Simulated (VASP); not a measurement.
Write the native input for VASP 6.6.1 that does the following.

```
Task                   : single point
Functional             : PBEsol
Potentials or basis    : VASP PAW PBE potentials, release 64 (Ca_sv, O)
Cutoff                 : 520 eV
k mesh                 : 10 × 10 × 10
Occupations            : gaussian, width 0.05 eV
Spin                   : no spin polarisation
Further INCAR settings : ALGO = Normal; EDIFF = 1e-06
```

The structure of CaO lies in POSCAR:

```
CaO
1.0
    0.0000000000      2.4035556960      2.4035556960
    2.4035556960      0.0000000000      2.4035556960
    2.4035556960      2.4035556960      0.0000000000
Ca O
1 1
Cartesian
    0.0000000000      0.0000000000      0.0000000000
    2.4035556960      2.4035556960      2.4035556960
```

The cell is a database's computed one.

The input as run:

INCAR

```
SYSTEM = CaO
PREC = Accurate
ENCUT = 520
EDIFF = 1E-6
ISMEAR = 0
SIGMA = 0.05
LREAL = .False.
LASPH = .True.
NELM = 100
ALGO = Normal
ISIF = 2
LWAVE = .False.
LCHARG = .False.
GGA = PS
```

KPOINTS

```
regular mesh
0
Gamma
  10 10 10
  0 0 0
```

Potentials or basis: VASP PAW PBE potentials, release 64 (Ca_sv, O).

The run is started by

```console
$ cat potpaw_PBE.64/Ca_sv/POTCAR potpaw_PBE.64/O/POTCAR > POTCAR
$ mpirun -np 1 vasp_std > vasp.out
```

Results of the run:

```yaml
Pressure: -2.2 GPa
Band_gap_on_the_k_mesh: 3.54 eV, indirect (least direct gap 3.91 eV)
```

Caveat: the PAW data sets were made with another functional, which shifts forces and pressure a little.

It took 17 s on 1 thread of Intel(R) Xeon(R) Platinum 8488C (Sapphire Rapids) (shared host), peak memory 0.16 GiB.
